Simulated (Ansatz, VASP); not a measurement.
**Pb in VASP and in Ansatz**

```
Pb
1.0
     4.61333    0.00000    0.00000
     0.00000    4.61333    0.00000
     0.00000    0.00000    4.61333
Pb
3
Direct
  0.50000 0.00000 0.00000
  0.00000 0.50000 0.00000
  0.00000 0.00000 0.50000
```

Alike in both runs: task single point; functional PBE; k mesh 4 × 4 × 4; occupations gaussian, width 0.1 eV; no spin polarisation.

|  | VASP | Ansatz |
| --- | --- | --- |
| version | VASP 6.6.1 | Ansatz 0.2.0 |
| potentials or method | VASP PAW PBE potentials, release 64 (Pb_d) | scalar-relativistic, plane waves, PAW |
| plane-wave cutoff (eV) | 520 | 420 |
| valence electrons in the cell | 42 | 42 |

Ansatz gave:

```
gap on the k mesh at the Fermi level (eV) : none
pressure (GPa)                            : 4.1
```

Problem. Estimate VASP's values.

Solution. gap on the k mesh at the Fermi level (eV): none; pressure (GPa): 4.0.

A gap of «none» marks a metal or a gap that the smearing closes.

Spin-orbit coupling is left out, which matters for the levels of Pb.
